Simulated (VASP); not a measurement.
# Te2Mo in VASP: further runs

One slab, Te2Mo, is run at these levels: PBE; tasks: single point.

Everything below comes from runs of VASP 6.6.1. Logs are shortened: lines on timing, memory, paths and dates and some standing lists are left out, and cuts for length are marked.

## 1. The slab as given

The cell holds a slab with vacuum, 3 atoms: a = 3.518 Å, b = 3.518 Å, c = 15.605 Å, α = 90.00°, β = 90.00°, γ = 120.00°.

## 2. Single point, PBE

The input, INCAR:

```
SYSTEM = Te2Mo
ALGO     = Normal         ! electronic algorithm
DIPOL    = 0.5 0.5 0.500
EDIFF    = 1E-7           ! SCF threshold, eV
ENCUT    = 460            ! plane-wave cutoff, eV
GGA      = PE             ! functional
IDIPOL   = 3            
ISIF     = 2              ! what is computed and relaxed
ISMEAR   = 0              ! smearing method
LASPH    = .TRUE.         ! aspherical terms in the spheres
LCHARG   = .FALSE.        ! write CHGCAR
LDIPOL   = .TRUE.       
LREAL    = .FALSE.        ! projectors in reciprocal space
LVACPOTAV= .TRUE.       
LVHAR    = .TRUE.       
LWAVE    = .FALSE.        ! write WAVECAR
NBANDS   = 24             ! bands
NELM     = 120            ! most SCF steps
PREC     = Accurate       ! precision mode
SIGMA    = 0.05           ! smearing width, eV
```

The input, KPOINTS:

```
k-points
0
G
  6 6 1
  0 0 0
```

The input, POSCAR:

```
Te2Mo
1.0
    3.5182000000      0.0000000000      0.0000000000
   -1.7591000000      3.0468505800      0.0000000000
    0.0000000000      0.0000000000     15.6051888000
Te Mo
2 1
Direct
    0.3333333333      0.6666666667      0.3844874982
    0.3333333333      0.6666666667      0.6155125018
    0.6666666667      0.3333333333      0.5000000000
```

Potentials or basis: VASP PAW PBE potentials, release 64 (Te, Mo_sv).

Started as:

```console
$ cat potpaw_PBE.64/Te/POTCAR potpaw_PBE.64/Mo_sv/POTCAR > POTCAR
$ mpirun -np 1 vasp_std > vasp.out
```

OUTCAR:

```text
SYSTEM = Te2Mo
   EDIFF = 1E-7
   ENCUT = 460
   GGA = PE
   ISIF = 2
   ISMEAR = 0
   LASPH = .TRUE.
   LREAL = .FALSE.
   NELM = 120
   PREC = Accurate

 Found      7 irreducible k-points:

 Following reciprocal coordinates:
            Coordinates               Weight
  0.000000  0.000000  0.000000      1.000000
  0.166667  0.000000  0.000000      6.000000
  0.333333 -0.000000  0.000000      6.000000
  0.500000  0.000000  0.000000      3.000000
  0.166667  0.166667  0.000000      6.000000
  0.333333  0.166667  0.000000     12.000000
   k-points           NKPTS =      7   k-points in BZ     NKDIM =      7   number of bands    NBANDS=     24
   number of dos      NEDOS =    301   number of ions     NIONS =      3
   total plane-waves  NPLWV =  87808
   dimension x,y,z NGX =    28 NGY =   28 NGZ =  112
   dimension x,y,z NGXF=    56 NGYF=   56 NGZF=  224
   ions per type =               2   1
   NGX,Y,Z   is equivalent  to a cutoff of  13.23, 13.23, 11.93 a.u.
   NGXF,Y,Z  is equivalent  to a cutoff of  26.46, 26.46, 23.86 a.u.
 SYSTEM =  Te2Mo
   PREC   = accura    normal or accurate (medium, high low for compatibility)
   ISTART =      0    job   : 0-new  1-cont  2-samecut
   ICHARG =      2    charge: 1-file 2-atom 10-const
   ISPIN  =      1    spin polarized calculation?
   LNONCOLLINEAR =      F non collinear calculations
   LSORBIT =      F    spin-orbit coupling
   LASPH  =      T    aspherical Exc in radial PAW
   ENCUT  =  460.0 eV  33.81 Ry    5.81 a.u.   6.15  6.15 27.29*2*pi/ulx,y,z
   NELM   =    120;   NELMIN=  2; NELMDL= -5     # of ELM steps
   EDIFF  = 0.1E-06   stopping-criterion for ELM
   LREAL  =      F    real-space projection
   EDIFFG = 0.1E-05   stopping-criterion for IOM
   NSW    =      0    number of steps for IOM
   IBRION =     -1    ionic relax: 0-MD 1-quasi-New 2-CG
   NFREE  =      0    steps in history (QN), initial steepest desc. (CG)
   ISIF   =      2    stress and relaxation
   ISYM   =      2    0-nonsym 1-usesym 2-fastsym
   POTIM  = 0.5000    time-step for ionic-motion
   TEBEG  =    0.0;   TEEND  =   0.0 temperature during run
   PSTRESS=    0.0 pullay stress
   NELECT =      26.0000    total number of electrons
   NUPDOWN=      -1.0000    fix difference up-down
   EMIN   =  10.00;   EMAX   =-10.00  energy-range for DOS
   EFERMI =   0.00;   METHOD = LEGACY
   ISMEAR =     0;   SIGMA  =   0.05  broadening in eV -4-tet -1-fermi 0-gaus
   EFERMI_NEDOS =   21; number of points for ismear=-14 and -15
   IALGO  =     38    algorithm
   IMIX   =      4    mixing-type and parameters
     AMIX     =   0.40;   BMIX     =  1.00
     AMIX_MAG =   1.60;   BMIX_MAG =  1.00
  volume/ion in A,a.u.               =      55.76       376.28
  Fermi-wavevector in a.u.,A,eV,Ry     =   0.880209  1.663353 10.541352  0.774768
  Thomas-Fermi vector in A             =   2.000538
   LORBIT       =      0    0 simple, 1 ext, 2 COOP (PROOUT), +10 PAW based schemes
   GGA     = PE    functional components
   LHFCALC =     F    Hartree Fock is set to
   AEXX    =    0.0000 exact exchange contribution
   IVDW    =     0    specifies the selected vdW correction
   LEPSILON=     F    determine dielectric tensor
   LRPA    =     F    only Hartree local field effects (RPA)
 non-spin polarized calculation
 Gauss-broadening in eV      SIGMA  =   0.05
  energy-cutoff  :      460.00
  volume of cell :      167.28
 maximum number of plane-waves:      3780
 NGX is ok and might be reduce to    28
   NGX = 13   NGY = 13   NGZ = 55

 dipolmoment           0.000000      0.000000      0.000000 electrons x Angstroem

 number of electron      25.9999999 magnetization

 dipolmoment           0.000000      0.000000     -0.000000 electrons x Angstroem

 Free energy of the ion-electron system (eV)
  ---------------------------------------------------
  ext. energy  EPLUGINS =         0.00000000
  ---------------------------------------------------
  free energy    TOTEN  =       -18.01022035 eV

  energy without entropy =      -18.01022035  energy(sigma->0) =      -18.01022035

 E-fermi :   1.2184     XC(G=0):  -5.3706

 val. band max:        0.8888379298   @ k =   0.3333   0.3333   0.0000
 cond. band min:       2.0309359508   @ k =   0.3333   0.3333   0.0000
 fundamental gap:      1.1420980210
 Fermi energy:         1.2183741505

 k-point     1 :       0.0000    0.0000    0.0000
  band No.  band energies     occupation
      1     -59.7591      2.00000
      2     -33.9312      2.00000
      3     -33.7997      2.00000
      4     -33.7997      2.00000
      5     -11.7819      2.00000
      6     -10.8195      2.00000
      7      -4.1321      2.00000
      8      -0.8853      2.00000
      9      -0.7613      2.00000
     10      -0.7613      2.00000
     11       0.0283      2.00000
     12       0.0283      2.00000
     13       0.3792      2.00000
     14       4.0661      0.00000
     15       4.0661      0.00000
     16       4.3591      0.00000
     17       4.3591      0.00000
     18       4.9656      0.00000
     19       5.6436      0.00000
     20       6.7261      0.00000
     21       7.4483      0.00000
     22       9.0544      0.00000
     23       9.5312      0.00000
     24      10.0855      0.00000

 k-point     2 :       0.1667    0.0000    0.0000
  band No.  band energies     occupation
      1     -59.7567      2.00000
      2     -33.9240      2.00000
      3     -33.8324      2.00000
      4     -33.8073      2.00000
      5     -11.3999      2.00000
      6     -10.5548      2.00000
      7      -3.7297      2.00000
      8      -1.5522      2.00000
      9      -1.4814      2.00000
     10      -0.4499      2.00000
     11      -0.4186      2.00000
     12       0.0749      2.00000
     13       0.3023      2.00000
     14       2.9035      0.00000
     15       3.1349      0.00000
     16       3.6506      0.00000
     17       4.3273      0.00000
     18       5.4485      0.00000
     19       6.1032      0.00000
     20       7.2500      0.00000
     21       8.3611      0.00000
     22       9.0267      0.00000
     23       9.1090      0.00000
     24       9.8416      0.00000

 k-point     3 :       0.3333   -0.0000    0.0000
  band No.  band energies     occupation
      1     -59.7518      2.00000
      2     -33.9095      2.00000
      3     -33.8973      2.00000
      4     -33.8225      2.00000
      5     -10.4314      2.00000
      6      -9.8959      2.00000
      7      -3.5800      2.00000
      8      -2.8254      2.00000
      9      -2.6208      2.00000
     10      -1.1185      2.00000
     11      -0.5726      2.00000
     12      -0.0999      2.00000
     13       0.2484      2.00000
     14       2.3873      0.00000
     15       2.6912      0.00000
     16       3.5876      0.00000
     17       4.5899      0.00000
     18       6.4141      0.00000
     19       6.7259      0.00000
     20       7.0124      0.00000
     21       7.6514      0.00000
     22       7.9786      0.00000
     23       8.9324      0.00000
     24       9.4839      0.00000

 k-point     4 :       0.5000    0.0000    0.0000
  band No.  band energies     occupation
      1     -59.7494      2.00000
      2     -33.9295      2.00000
      3     -33.9022      2.00000
      4     -33.8301      2.00000
      5      -9.7406      2.00000
      6      -9.4542      2.00000
      7      -4.5828      2.00000
      8      -3.7230      2.00000
      9      -2.4551      2.00000
     10      -1.4104      2.00000
     11      -0.7640      2.00000
     12       0.1326      2.00000
     13       0.6327      2.00000
     14       2.3577      0.00000
     15       2.6830      0.00000
     16       4.2268      0.00000
     17       4.6441      0.00000
     18       4.8861      0.00000
     19       6.8563      0.00000
     20       7.4948      0.00000
     21       7.6306      0.00000
     22       8.3902      0.00000
     23       9.3498      0.00000
     24       9.4338      0.00000

 k-point     5 :       0.1667    0.1667    0.0000
  band No.  band energies     occupation
      1     -59.7530      2.00000
      2     -33.9131      2.00000
      3     -33.8751      2.00000
      4     -33.8248      2.00000
      5     -10.7157      2.00000
      6     -10.0841      2.00000
      7      -3.2414      2.00000
      8      -2.4331      2.00000
      9      -2.1365      2.00000
     10      -1.6074      2.00000
     11      -0.6011      2.00000
     12       0.0813      2.00000
     13       0.3164      2.00000
     14       2.2140      0.00000
     15       2.7738      0.00000
     16       2.9028      0.00000
     17       4.3993      0.00000
     18       6.2496      0.00000
     19       6.9391      0.00000
     20       7.9720      0.00000
     21       8.1679      0.00000
     22       9.0903      0.00000
     23       9.6256      0.00000
     24       9.8366      0.00000

 k-point     6 :       0.3333    0.1667    0.0000
  band No.  band energies     occupation
      1     -59.7493      2.00000
      2     -33.9133      2.00000
      3     -33.9022      2.00000
      4     -33.8465      2.00000
      5      -9.7893      2.00000
      6      -9.4668      2.00000
      7      -4.0183      2.00000
      8      -3.4333      2.00000
      9      -2.3541      2.00000
     10      -1.8325      2.00000
     11      -1.2122      2.00000
     12      -0.5929      2.00000
     13       0.5986      2.00000
     14       2.3795      0.00000
     15       2.7259      0.00000
     16       3.2845      0.00000
     17       4.5540      0.00000
     18       5.8147      0.00000
     19       7.6864      0.00000
     20       7.7296      0.00000
     21       8.2608      0.00000
     22       9.2656      0.00000
     23       9.3530      0.00000
     24       9.5011      0.00000

 [... further k-points ...]

------------------------ aborting loop because EDIFF is reached ----------------------------------------

  FORCE on cell =-STRESS in cart. coord.  units (eV):
  Direction    XX          YY          ZZ          XY          YZ          ZX
  --------------------------------------------------------------------------------------
  -------------------------------------------------------------------------------------
  Total        1.0678178      1.0678178      0.9900357     -0.0000000      0.0000000      0.0000000
  in kB       10.2274424     10.2274424      9.4824534     -0.0000000      0.0000000      0.0000000
  external PRESSURE =       9.9791127 kB  Pullay stress =       0.0000000 kB

 VOLUME and BASIS-vectors are now :
 -----------------------------------------------------------------------------
  energy-cutoff  :      460.00
  volume of cell :      167.28
      direct lattice vectors                 reciprocal lattice vectors
     3.518200000  0.000000000  0.000000000     0.284236257  0.164103879  0.000000000
    -1.759100000  3.046850580  0.000000000     0.000000000  0.328207759  0.000000000
     0.000000000  0.000000000 15.605188800     0.000000000  0.000000000  0.064081250

 POSITION                                       TOTAL-FORCE (eV/Angst)
 -----------------------------------------------------------------------------------
     -0.00000      2.03123      6.00000         0.000000     -0.000000     -0.279657
     -0.00000      2.03123      9.60519         0.000000     -0.000000      0.279657
      1.75910      1.01562      7.80259        -0.000000      0.000000      0.000000
 -----------------------------------------------------------------------------------
    total drift:                               -0.000001      0.000000      0.000000

  FREE ENERGIE OF THE ION-ELECTRON SYSTEM (eV)
  ---------------------------------------------------
  free  energy   TOTEN  =       -18.0102203483 eV

  energy  without entropy=      -18.0102203483  energy(sigma->0) =      -18.01022035

 vacuum level on the upper side and lower side of the slab         5.761         5.761
```

It took 29 s on 1 thread of Intel Xeon Platinum 8488C (Sapphire Rapids), shared host; peak memory 0.27 GiB.

The run converged, but some of its settings lie outside the range that counts as converged, so its numbers aren't taken as properties of the slab.

What came out:

* Free energy: -18.0102 eV
* Largest force: 0.280 eV/Å
* Band gap on the k mesh: 1.14 eV, direct
* Ionisation potential of the upper face: 4.87 eV

Caveat: spin-orbit coupling is left out, which moves the levels of the heavy elements.

[end of part 1 of 2]
